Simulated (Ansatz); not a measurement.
## Li2Se (Fm-3m): G0W0 against its settings

A 3-atom cell of Li2Se (Fm-3m) from a materials database, relaxed with r2SCAN; one-shot G0W0 in Ansatz without spin-orbit coupling. Spin-unpolarised throughout; all numbers are computed.

```cif
data_structure
_symmetry_space_group_name_H-M 'Fm-3m'
_symmetry_Int_Tables_number 225
_cell_length_a 5.9870
_cell_length_b 5.9870
_cell_length_c 5.9870
_cell_angle_alpha 90.000
_cell_angle_beta 90.000
_cell_angle_gamma 90.000
_cell_volume 214.60
loop_
_atom_site_label
_atom_site_type_symbol
_atom_site_symmetry_multiplicity
_atom_site_Wyckoff_symbol
_atom_site_fract_x
_atom_site_fract_y
_atom_site_fract_z
_atom_site_occupancy
Li1 Li 8 c 0.25000 0.25000 0.75000 1
Se1 Se 4 a 0.00000 0.00000 0.00000 1
```

Gaps are read over the mesh points alone. G0W0 here is at a finite number of bands, screening cutoff and k mesh, not at the basis limit.
```csv
start,potentials,frequency model,mesh,empty bands,screening cutoff (eV),Kohn-Sham gap (eV),G0W0 gap (eV)
PBE,PAW,contour deformation,6×6×6,160,120,2.97,4.40
PBE,PAW,contour deformation,6×6×6,397,220,2.97,4.53
PBE,PAW,contour deformation,6×6×6,730,300,2.97,4.57
HSE06,PAW,contour deformation,6×6×6,397,220,3.82,4.94
r2SCAN,PAW,contour deformation,6×6×6,397,220,3.48,4.79
PBE0,PAW,contour deformation,6×6×6,397,220,4.48,5.15
PBE,PAW,Godby-Needs pole,6×6×6,397,220,2.97,4.48
PBE,PAW,contour deformation,8×8×8,87,80,2.97,4.25
PBE,norm-conserving,contour deformation,6×6×6,397,220,2.97,4.51
```

Over the mesh points the PBE gap of 2.97 eV becomes a quasiparticle gap of 4.57 eV (Γ to X), a change of +1.60 eV. Renormalisation factors Z lie between 0.76 and 0.82.

Raising bands and cutoff together moves the gap by +0.13 eV (120 to 220 eV), then +0.04 eV (220 to 300 eV); the last step is still large, so the basis limit isn't reached. Starting from HSE06 (3.82 eV against PBE's 2.97 eV) gives 4.94 eV, +0.41 eV from G0W0@PBE at the same screening cutoff. Starting from r2SCAN (3.48 eV against PBE's 2.97 eV) gives 4.79 eV, +0.26 eV from G0W0@PBE at the same screening cutoff. Starting from PBE0 (4.48 eV against PBE's 2.97 eV) gives 5.15 eV, +0.62 eV from G0W0@PBE at the same screening cutoff. The Godby-Needs plasmon pole differs from contour deformation by -0.05 eV. Norm-conserving potentials (wave cutoff 1170 eV against 420 eV) shift the quasiparticle gap by -0.02 eV and the PBE gap by 0.00 eV. r2SCAN runs take a wave cutoff of 500 eV.
